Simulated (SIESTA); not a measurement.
Au:

```
Au
1.0
    -1.65727    1.65727    1.65727
     1.65727   -1.65727    1.65727
     1.65727    1.65727   -1.65727
Au
1
Direct
  0.00000 0.00000 0.00000
```

This isn't the form of Au at room conditions, which is fcc.

| Quantity | Value |
| --- | --- |
| Program | SIESTA 5.4.2 |
| Task | single point |
| Functional | PBEsol |
| Potentials or basis | PseudoDojo 0.4 standard (PBEsol files) |
| Basis | DZP (energy shift 0.003 Ry; two zetas on semicore shells) |
| Grid cutoff | 800 Ry |
| Energy shift | 0.003 Ry |
| k mesh | 11 × 11 × 11 |
| Occupations | fermi-dirac, width 0.05 eV |
| Spin | no spin polarisation |

On this cell: pressure -8.0 GPa; band gap on the k mesh none (metal or under the smearing width).

The same run follows on a disturbed copy (cell strained at random at fixed volume):

```xyz
1
Lattice="-1.6672 1.6108 1.6647 1.6037 -1.6357 1.6260 1.7364 1.7049 -1.6895" Properties=species:S:1:pos:R:3 pbc="T T T"
Au   -0.0479   -0.0243   -0.0083
```

**Question.** What does the disturbed cell give?

**Answer.** The energy (extrapolated to zero smearing) moves by +9.7 meV/atom; pressure -7.7 GPa; band gap on the k mesh none (metal or under the smearing width).

Stress tensor (GPa, compression positive):
```
-7.06 -2.72  2.50
-2.72 -7.80  0.58
 2.50  0.58 -8.19
```

Caveats: short orbitals over semicore shells can move pressures by several GPa; the basis of atomic orbitals isn't converged, which shifts pressures, moduli and gaps.
